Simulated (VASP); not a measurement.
Here is a VASP 6.6.1 calculation.

File INCAR:

```
SYSTEM = Hf3H5
PREC     = Accurate       ! precision mode
ENCUT    = 520            ! plane-wave cutoff, eV
EDIFF    = 1E-7           ! SCF threshold, eV
ISMEAR   = -1             ! smearing method
SIGMA    = 0.05           ! smearing width, eV
LREAL    = Auto         
LASPH    = .TRUE.         ! aspherical terms in the spheres
NELM     = 100            ! most SCF steps
ALGO     = Fast           ! electronic algorithm
ISIF     = 2              ! what is computed and relaxed
LWAVE    = .FALSE.        ! write WAVECAR
LCHARG   = .FALSE.        ! write CHGCAR
GGA      = RE             ! functional
NBANDS   = 49             ! bands
```

KPOINTS

```
Automatic mesh
0
G
  3 2 4
  0 0 0
```

Contents of POSCAR:

```
Hf3H5
1.0
    5.0766460000     -0.0344290000     -0.0511710000
   -0.0662050000      9.9369640000      0.1289610000
   -0.0389750000      0.0510800000      3.8966120000
H Hf
10 6
Direct
    0.2812004009      0.3810447674      0.5031384678
    0.7126249168      0.6128043822      0.4820453932
    0.7990429323      0.1150214879      0.5183607041
    0.1685424322      0.8655231094      0.4762875439
    0.0072431175      0.5067401290      1.0117258079
    0.4622205900      0.9966392774      0.9976345328
    0.1292955803      0.2147528947     -0.0753771645
    0.8646069673      0.8066267631      0.0386344366
    0.6535222662      0.2491380350      0.9777297041
    0.3946339293      0.7206488779      0.0199666307
    0.0013980080      0.9981763120      0.0047191566
    0.5057869906      0.4971645781      0.0004546988
    0.3564116315      0.1326062993      0.5072606404
    0.6446816664      0.8734780671      0.4924948649
    0.8520384254      0.3692371158      0.5096887939
    0.1504935192      0.6296879800      0.5092708004
```

Potentials or basis: VASP PAW PBE potentials, release 64 (H, Hf_pv).

The run is started by

```bash
$ cat potpaw_PBE.64/H/POTCAR potpaw_PBE.64/Hf_pv/POTCAR > POTCAR
$ mpirun -np 1 vasp_std > vasp.out
```

Task: Predict the band gap on the k mesh.

Result: None (metal or under the smearing width).

Task: Predict the pressure.

Result: -12.2 GPa.

Stress tensor (GPa, compression positive):
```
 -8.18   0.76   0.04
  0.76 -13.28   0.37
  0.04   0.37 -15.09
```

Caveat: the k mesh is coarse (spacing up to 0.41 Å⁻¹), so the values aren't converged; the PAW data sets were made with another functional, which shifts forces and pressure a little. Spin-orbit coupling is left out, which matters for the levels of Hf.
